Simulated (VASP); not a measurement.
# Si (P6/mmm) in VASP: further runs, part 3 of 3

VASP 6.6.1. Earlier steps stand in the parts before.

**5. Optical spectrum, PBE**

Contents of INCAR:

```
SYSTEM = Si
ALGO = Fast ; CSHIFT = 0.05
EDIFF = 1E-6 ; ENCUT = 520
GGA = PE ; ISIF = 2
ISMEAR = 0 ; LASPH = .TRUE.
LCHARG = .FALSE. ; LOPTICS = .TRUE.
LREAL = .FALSE. ; LWAVE = .FALSE.
NBANDS = 34 ; NEDOS = 1000
NELM = 60 ; PREC = Accurate
SIGMA = 0.02
```

Contents of KPOINTS:

```
k-points
0
G
  12 12 11
  0 0 0
```

Contents of POSCAR:

```
Si
1.0
    2.6205428149      0.0000000000      0.0000000000
   -1.3102714075      2.2694566494      0.0000000000
    0.0000000000      0.0000000000      2.4663543900
Si
1
Direct
    0.0000000000      0.0000000000      0.0000000000
```

Potentials or basis: VASP PAW PBE potentials, release 64 (Si).

On the command line:

```console
$ cat potpaw_PBE.64/Si/POTCAR > POTCAR
$ mpirun -np 1 vasp_std > vasp.out
```

OUTCAR:

```text
SYSTEM = Si
   EDIFF = 1E-6
   ENCUT = 520
   GGA = PE
   ISIF = 2
   ISMEAR = 0
   LASPH = .TRUE.
   LREAL = .FALSE.
   NELM = 60
   PREC = Accurate

 ion  position               nearest neighbor table
   1  0.000  0.000  0.000-

  LATTYP: Found a hexagonal cell.
 ALAT       =     2.6205428149
 C/A-ratio  =     0.9411616463

  Lattice vectors:

 A1 = (   2.6205428149,   0.0000000000,   0.0000000000)
 A2 = (  -1.3102714075,   2.2694566494,   0.0000000000)
 A3 = (   0.0000000000,   0.0000000000,   2.4663543900)

Analysis of symmetry for initial positions (statically):
=====================================================================
 Subroutine PRICEL returns:
 Original cell was already a primitive cell.

 Routine SETGRP: Setting up the symmetry group for a
 hexagonal supercell.

 Subroutine GETGRP returns: Found 24 space group operations
 (whereof 24 operations were pure point group operations)
 out of a pool of 24 trial point group operations.

The static configuration has the point symmetry D_6h.

[... 598 lines left out ...]

 POSITION                                       TOTAL-FORCE (eV/Angst)
 -----------------------------------------------------------------------------------
      0.00000      0.00000      0.00000        -0.000000      0.000000      0.000000
 -----------------------------------------------------------------------------------
    total drift:                                0.000000      0.000000      0.000000

  FREE ENERGIE OF THE ION-ELECTRON SYSTEM (eV)
  ---------------------------------------------------
  free  energy   TOTEN  =        -5.1179970102 eV

  energy  without entropy=       -5.1178269672  energy(sigma->0) =       -5.11791199

 electrical conductivity sigma (Mega S m-1) (frequency dependency in vasprun.xml)
  --------------------------------------------------------------------------------------
       0.285      -0.000       0.000
      -0.000       0.285       0.000
      -0.000      -0.000       0.022

  frequency dependent IMAGINARY DIELECTRIC FUNCTION (independent particle, no local field effects) density-density
     E(ev)      X         Y         Z        XY        YZ        ZX
  --------------------------------------------------------------------------------------------------------------
     0.00000     0.00000     0.00000     0.00000     0.00000     0.00000     0.00000
     1.26993     5.82388     5.82388     6.51098    -0.00000     0.00000    -0.00000
     2.53985    48.89739    48.89739    77.12134    -0.00000    -0.00000     0.00000
     3.80978     6.50647     6.50647    15.12875    -0.00000    -0.00000     0.00000
     5.07970     6.91915     6.91915    22.39505    -0.00000     0.00000     0.00000
     6.34963     0.62074     0.62074     1.43270    -0.00000    -0.00000     0.00000
[... 92 lines left out ...]
   124.45275     0.00000     0.00000     0.00000     0.00000     0.00000     0.00000
   125.72267     0.00000     0.00000     0.00000     0.00000     0.00000     0.00000

  frequency dependent      REAL DIELECTRIC FUNCTION (independent particle, no local field effects) density-density
     E(ev)        X           Y           Z          XY          YZ          ZX
  --------------------------------------------------------------------------------------------------------------
     0.00000    21.61052    21.61052    25.73130    -0.00000    -0.00000     0.00000
     1.26993    38.15911    38.15911    43.18073    -0.00000    -0.00000     0.00000
     2.53985   -26.24300   -26.24300   -24.18450     0.00000     0.00000    -0.00000
     3.80978    -7.99449    -7.99449   -12.78684     0.00000     0.00000    -0.00000
     5.07970    -4.87167    -4.87167    -9.59350     0.00000     0.00000    -0.00000
     6.34963    -4.84193    -4.84193    -9.42614     0.00000    -0.00000    -0.00000
[... 92 lines left out ...]
   124.45275     0.98825     0.98825     0.98309     0.00000     0.00000    -0.00000
   125.72267     0.98849     0.98849     0.98343     0.00000     0.00000    -0.00000

  frequency dependent IMAGINARY DIELECTRIC FUNCTION (independent particle, no local field effects) current-current
     E(ev)      X         Y         Z        XY        YZ        ZX
  --------------------------------------------------------------------------------------------------------------
     0.00000     0.00000     0.00000     0.00000     0.00000     0.00000     0.00000
     1.26993     6.57790     6.57790     7.35397    -0.00000    -0.00000     0.00000
     2.53985    48.36454    48.36454    76.40724    -0.00000     0.00000    -0.00000
     3.80978     6.69078     6.69078    15.56661    -0.00000     0.00000     0.00000
     5.07970     6.89273     6.89273    22.25285    -0.00000    -0.00000     0.00000
     6.34963     0.61042     0.61042     1.40531    -0.00000    -0.00000    -0.00000
[... 92 lines left out ...]
   124.45275     0.00000     0.00000     0.00000     0.00000     0.00000     0.00000
   125.72267     0.00000     0.00000     0.00000     0.00000     0.00000     0.00000

  frequency dependent      REAL DIELECTRIC FUNCTION (independent particle, no local field effects) current-current
     E(ev)        X           Y           Z          XY          YZ          ZX
  --------------------------------------------------------------------------------------------------------------
     0.00000    21.49180    21.49180    25.61786    -0.00000     0.00000    -0.00000
     1.26993    36.48991    36.48991    41.38575    -0.00000     0.00000    -0.00000
     2.53985   -28.64442   -28.64442   -27.55899     0.00000     0.00000     0.00000
     3.80978    -8.29982    -8.29982   -13.43044     0.00000    -0.00000    -0.00000
     5.07970    -4.98776    -4.98776    -9.97327     0.00000    -0.00000    -0.00000
     6.34963    -4.85523    -4.85523    -9.47518     0.00000    -0.00000    -0.00000
[... 92 lines left out ...]
   124.45275     0.98827     0.98827     0.98311     0.00000    -0.00000     0.00000
   125.72267     0.98851     0.98851     0.98346     0.00000    -0.00000     0.00000
```

stdout:

```text
POSCAR found type information on POSCAR Si
 POSCAR found :  1 types and       1 ions
 scaLAPACK will be used
 LDA part: xc-table for (Slater+PW92), standard interpolation
 POSCAR, INCAR and KPOINTS ok, starting setup
 FFT: planning ... GRIDC
 FFT: planning ... GRID_SOFT
 FFT: planning ... GRID
 WAVECAR not read
 entering main loop
 optical routines
 imaginary and real dielectric function
 recalculating local potential from charge density
 direction            1
 direction            2
 direction            3
```

Wall time 16 s (1 thread of Intel Xeon Platinum 8559C (Emerald Rapids), shared host); peak memory 0.15 GiB.

Results:

```yaml
Free_energy: -5.1180 eV
Pressure: 3.0 GPa
Band_gap_on_the_k_mesh: none (metal or under the smearing width)
```

Stress tensor (GPa, compression positive):
```
1.26 0.00 0.00
0.00 1.26 0.00
0.00 0.00 6.51
```

Levels at points of the mesh, in eV from the Fermi level:
```tsv
k point	band 1	band 2	band 3	band 4	band 5	band 6	band 7
(0.00, 0.00, 0.00)	-14.10	7.54	8.05	10.42	10.42	12.32	12.32
(0.50, 0.00, 0.00)	-7.59	-6.78	5.20	6.56	12.94	15.21	17.05
```

Dielectric function (mean over the directions given):
```
energy (eV)  real part  imaginary part
       0.25      23.28            0.00
       0.64      25.09            0.00
       1.14      34.49            0.00
       1.65      33.71            0.90
       2.16      36.63          126.88
       2.67     -28.10           25.73
       3.17     -13.89           26.98
       3.68      -6.64           21.01
       4.19     -10.76            3.59
       4.70      -3.90            1.89
       5.21      -7.89            4.73
       5.71      -6.91            1.00
       6.22      -5.21            7.34
       6.73      -2.96            0.03
       7.24      -2.11            3.95
       7.75      -2.44            1.55
       8.25      -1.99            0.94
       8.76      -1.74            0.55
       9.27      -1.24            0.61
       9.78      -1.35            0.51
      10.29      -0.91            0.06
      10.79      -0.66            0.13
      11.30      -0.56            0.96
      11.81      -0.48            0.01
      12.32      -0.37            0.04
      12.83      -0.22            0.22
      13.33      -0.16            0.21
      13.84      -0.05            0.06
      14.35       0.03            0.08
      14.86       0.12            0.15
      15.37       0.17            0.24
      15.87       0.19            0.04
      16.38       0.25            0.07
      16.89       0.30            0.02
      17.40       0.32            0.05
      17.91       0.40            0.05
      18.41       0.42            0.06
      18.92       0.47            0.07
      19.43       0.40            0.07
      19.94       0.50            0.02
```

Caveat: spectra need much finer meshes, so this one isn't converged; independent-particle spectra lack excitons; the intraband (Drude) part of a metal's response may be missing.

**6. Density of states, PBE**

POSCAR is that of step 5.

Contents of INCAR.step1:

```
SYSTEM = Si
ALGO     = Normal         ! electronic algorithm
EDIFF    = 1E-6           ! SCF threshold, eV
ENCUT    = 520            ! plane-wave cutoff, eV
GGA      = PE             ! functional
ISIF     = 2              ! what is computed and relaxed
ISMEAR   = 0              ! smearing method
LASPH    = .True.         ! aspherical terms in the spheres
LCHARG   = .True.         ! write CHGCAR
LREAL    = .False.        ! projectors in reciprocal space
LWAVE    = .False.        ! write WAVECAR
NELM     = 80             ! most SCF steps
PREC     = Accurate       ! precision mode
SIGMA    = 0.02           ! smearing width, eV
```

Contents of KPOINTS.step1:

```
k-points
0
Gamma
  12 12 11
  0 0 0
```

Contents of INCAR.step2:

```
SYSTEM = Si
ALGO     = Normal         ! electronic algorithm
EDIFF    = 1E-6           ! SCF threshold, eV
ENCUT    = 520            ! plane-wave cutoff, eV
GGA      = PE             ! functional
ICHARG   = 11             ! starting density
ISIF     = 2              ! what is computed and relaxed
ISMEAR   = -5             ! smearing method
LASPH    = .True.         ! aspherical terms in the spheres
LCHARG   = .False.        ! write CHGCAR
LORBIT   = 11             ! projections on sites
LREAL    = .False.        ! projectors in reciprocal space
LWAVE    = .False.        ! write WAVECAR
NEDOS    = 2001           ! points of the DOS
NELM     = 80             ! most SCF steps
PREC     = Accurate       ! precision mode
SIGMA    = 0.02           ! smearing width, eV
```

Contents of KPOINTS.step2:

```
k-points
0
Gamma
  18 18 17
  0 0 0
```

Potentials or basis: VASP PAW PBE potentials, release 64 (Si).

On the command line:

```console
$ cat potpaw_PBE.64/Si/POTCAR > POTCAR
$ cp INCAR.step1 INCAR
$ cp KPOINTS.step1 KPOINTS
$ mpirun -np 1 vasp_std > vasp.out
$ cp INCAR.step2 INCAR
$ cp KPOINTS.step2 KPOINTS
$ mpirun -np 1 vasp_std > vasp.out
```

Run time: 9.8 s. Hardware: 1 thread of Intel Xeon Platinum 8559C (Emerald Rapids), shared host; peak memory 0.14 GiB.

The run converged. Its results:

| Property | Result |
| --- | --- |
| Valence electrons inside the program's atomic spheres | Si 1.61 |

Levels at points of the mesh, in eV from the Fermi level:
```tsv
k point	band 1	band 2	band 3	band 4	band 5	band 6
(0.00, 0.00, 0.00)	-14.16	7.48	7.99	10.35	10.35	12.26
(0.50, 0.00, 0.00)	-7.65	-6.84	5.14	6.49	12.87	15.14
```

States per cell in windows of 0.5 eV (zero at the Fermi level; states under -8 eV left out):
```
from (eV)  total  Si1_p  Si1_s  Si1_d
     -8.0   0.14   0.02   0.04   0.00
     -7.5   0.14   0.02   0.04   0.00
     -7.0   0.14   0.02   0.04   0.00
     -6.5   0.14   0.03   0.03   0.00
     -6.0   0.16   0.03   0.03   0.00
     -5.5   0.17   0.04   0.03   0.00
     -5.0   0.17   0.04   0.02   0.00
     -4.5   0.19   0.05   0.03   0.00
     -4.0   0.20   0.05   0.02   0.00
     -3.5   0.19   0.05   0.02   0.00
     -3.0   0.23   0.07   0.02   0.00
     -2.5   0.24   0.08   0.02   0.00
     -2.0   0.23   0.08   0.01   0.00
     -1.5   0.19   0.06   0.01   0.00
     -1.0   0.16   0.05   0.01   0.00
     -0.5   0.19   0.05   0.02   0.00
      0.0   0.20   0.06   0.02   0.00
      0.5   0.18   0.05   0.02   0.00
      1.0   0.19   0.05   0.02   0.00
      1.5   0.18   0.05   0.02   0.00
      2.0   0.21   0.05   0.02   0.00
      2.5   0.24   0.05   0.02   0.00
      3.0   0.22   0.05   0.02   0.00
      3.5   0.25   0.06   0.02   0.00
      4.0   0.26   0.06   0.02   0.00
      4.5   0.24   0.06   0.02   0.00
      5.0   0.27   0.07   0.02   0.00
      5.5   0.28   0.07   0.02   0.00
      6.0   0.27   0.08   0.02   0.00
      6.5   0.30   0.08   0.02   0.00
      7.0   0.27   0.08   0.01   0.00
      7.5   0.29   0.08   0.01   0.00
```

Caveat: tetrahedron occupations give inexact forces and stress in metals.

**7. Summary**

| task | level | potentials or basis | cell | k mesh | smearing | further INCAR settings | k mesh for the DOS | occupations for the DOS | mesh quality | gap on the mesh (eV) | pressure (GPa) |
| --- | --- | --- | --- | --- | --- | --- | --- | --- | --- | --- | --- |
| optical spectrum | PBE+TS-HI | VASP PAW PBE potentials, release 64 (Si) | cell strained at random at fixed volume | 12 × 12 × 11 | fermi-dirac 0.02 eV | ALGO = Fast; EDIFF = 1e-06; NBANDS = 50 | - | - | not flagged | none | -1.7 |
| density of states | RPBE+D4 | VASP PAW PBE potentials, release 54 (Si) | cell strained at random at fixed volume | 11 × 12 × 11 | fermi-dirac 0.05 eV | ALGO = Normal; EDIFF = 1.00e-07 | - | - | not flagged | none | -5.1 |
| Wannier functions by SCDM | PBE+D3 | VASP PAW PBE potentials, release 64 (Si) | as given | 6 × 6 × 6 | gaussian 0.1 eV | ALGO = Normal; EDIFF = 1e-07; ISYM = -1 | - | - | coarse | - | - |
| optical spectrum | PBE | VASP PAW PBE potentials, release 64 (Si) | as given | 12 × 12 × 11 | gaussian 0.02 eV | ALGO = Fast; EDIFF = 1e-06; NBANDS = 34 | - | - | not flagged | none | 3.0 |
| density of states | PBE | VASP PAW PBE potentials, release 64 (Si) | as given | 12 × 12 × 11 | gaussian 0.02 eV | ALGO = Normal; EDIFF = 1e-06 | 18 × 18 × 17 | tetrahedron | not flagged | - | - |

Alike in all rows: no spin polarisation; cutoff (eV) 520.

Caveats: some runs use coarse meshes; pairwise dispersion overbinds metals, which lowers pressure and volume (some runs); spectra need much finer meshes, so this one isn't converged (some runs); independent-particle spectra lack excitons (some runs); the intraband (Drude) part of a metal's response may be missing (some runs); the PAW data sets were made with another functional, which shifts forces and pressure a little (some runs); tetrahedron occupations give inexact forces and stress in metals (some runs).

Absolute energies hang on the potentials; compare differences alone.
